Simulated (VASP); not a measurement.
CsSnI3: relaxation of cell and atoms with r2SCAN

CsSnI3:

```
Cs I Sn
1.0
     6.20570    0.00000    0.00000
     0.00000    6.20570    0.00000
     0.00000    0.00000    6.20570
Cs I Sn
1 3 1
Direct
  0.00000 0.00000 0.00000
  0.50000 0.50000 0.00000
  0.50000 0.00000 0.50000
  0.00000 0.50000 0.50000
  0.50000 0.50000 0.50000
```

- Program: VASP 6.6.1
- Task: relaxation of cell and atoms
- Functional: r2SCAN
- Potentials or basis: VASP PAW PBE potentials, release 64 (Cs_sv, I, Sn_d)
- Cutoff: 600 eV
- k mesh: 4 × 4 × 4
- Occupations: gaussian, width 0.02 eV
- Spin: no spin polarisation
- Ladder: gaps
- Further INCAR settings: ALGO = Normal; EDIFF = 1e-06; IBRION = 2; EDIFFG = -0.01; NSW = 60; ISIF = 3

| Item | Value |
| --- | --- |
| Relaxed volume | 48.67 Å³/atom |
| Relaxed cell | a = 6.243 Å, b = 6.243 Å, c = 6.243 Å, α = 90.00°, β = 90.00°, γ = 90.00° |
| Space group after relaxing (to 0.05 Å) | Pm-3m (No. 221) |
| Energy gained by relaxing | 0.9 meV/atom |
| Ionic steps | 3 |
| Pressure after relaxing | 0.0 GPa |
| Band gap on the k mesh | 0.51 eV, direct |

Step by step:
```csv
step,energy change (eV),largest force (eV/Å),pressure (GPa),volume (Å³)
1,0.0000,0.0000,0.34,238.99
2,-0.0042,0.0000,0.06,242.48
3,-0.0044,0.0000,0.00,243.33
```

Final structure:
```
CELL_PARAMETERS angstrom
6.24310 0.00000 0.00000
0.00000 6.24310 0.00000
0.00000 0.00000 6.24310
ATOMIC_POSITIONS crystal
Cs 0.00000 0.00000 0.00000
I 0.50000 0.50000 0.00000
I 0.50000 0.00000 0.50000
I 0.00000 0.50000 0.50000
Sn 0.50000 0.50000 0.50000
```

Levels at points of the mesh, in eV from the valence-band top:
| k point | band 20 | band 21 | band 22 | band 23 | band 24 | band 25 |
| --- | --- | --- | --- | --- | --- | --- |
| (0.00, 0.00, 0.00) | -2.35 | -2.35 | -2.35 | 2.61 | 3.43 | 3.43 |
| (0.50, 0.00, 0.00) | -2.46 | -2.46 | -1.68 | 1.23 | 4.13 | 4.26 |
| (0.50, 0.50, 0.00) | -2.72 | -1.91 | -0.83 | 0.93 | 0.93 | 4.21 |
| (0.50, 0.50, 0.50) | -1.90 | -1.90 | 0.00 | 0.51 | 0.51 | 0.51 |

Wall time 3.8 min on 2 MPI ranks on Intel(R) Xeon(R) 6975P-C (Granite Rapids) (shared host), peak memory 0.44 GiB a rank.

Caveat: the PAW data sets were made with another functional, which shifts forces and pressure a little; spin-orbit coupling is left out, which moves the levels of the heavy elements. A k mesh can miss the band edges.
